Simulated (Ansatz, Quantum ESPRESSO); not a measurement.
## One calculation of CuO, 3 ways

```
CELL_PARAMETERS angstrom
2.87950 0.00000 0.00000
0.03907 2.87928 0.00000
0.01750 0.01724 5.17634
ATOMIC_POSITIONS crystal
Cu 0.00000 0.50000 0.00000
Cu 0.50000 0.00000 0.50000
O 0.99842 0.00167 0.74989
O 0.00158 0.99833 0.25011
```

The cell comes from a database or a generator and needn't be the stable form of this composition.

Alike in all runs: task band structure; functional PBEsol; k mesh 9 × 9 × 5; occupations fermi-dirac, width 0.05 eV; no spin polarisation; no spin-orbit coupling. Pressure is positive in compression and, in plane waves, holds the error of the finite cutoff, which Ansatz's Pulay term estimates and takes out.

| program and potentials | plane-wave cutoff (eV) | notes | pressure (GPa) |
| --- | --- | --- | --- |
| Quantum ESPRESSO, GBRV 1.5 PBEsol | 762 | 12.5 valence electrons an atom on average | -1.40 |
| Ansatz, PAW datasets made for the crystal | 480 | 8.5 valence electrons an atom on average | -2.03 |
| Ansatz, all-electron LAPW, scalar-relativistic | - | - | -2.03 |

The pressure spans -2.03 (Ansatz, PAW datasets made for the crystal) to -1.40 GPa (Quantum ESPRESSO, GBRV 1.5 PBEsol), with all-electron results at -2.03.

The functional is the same throughout but for its coding, so the spread measures potentials, basis and numerics; runs on potential files found faulty are left out.

All three calculations place the cell under tension, so at fixed shape it would tend to contract in the electronic state computed. The PAW pressure coincides with the all-electron value although its valence space is smaller than that of the GBRV potentials. Explicit Cu 3s and 3p valence states are therefore not needed to reproduce the all-electron pressure at this geometry. The less negative GBRV result probably reflects the construction of the potentials, since an incomplete plane-wave basis usually biases the pressure the other way.

The agreement says little about how well the electronic state describes real CuO. Divalent copper is d⁹, and in square-planar coordination its hole occupies an antibonding orbital of Cu 3d and O 2p character. Strong on-site repulsion localises this hole, and superexchange through oxygen couples the resulting moments antiferromagnetically. Suppressing the moments removes this physics and alters the Cu–O bonding, so the tension can't be read as the equilibrium volume error of PBEsol for magnetic CuO.
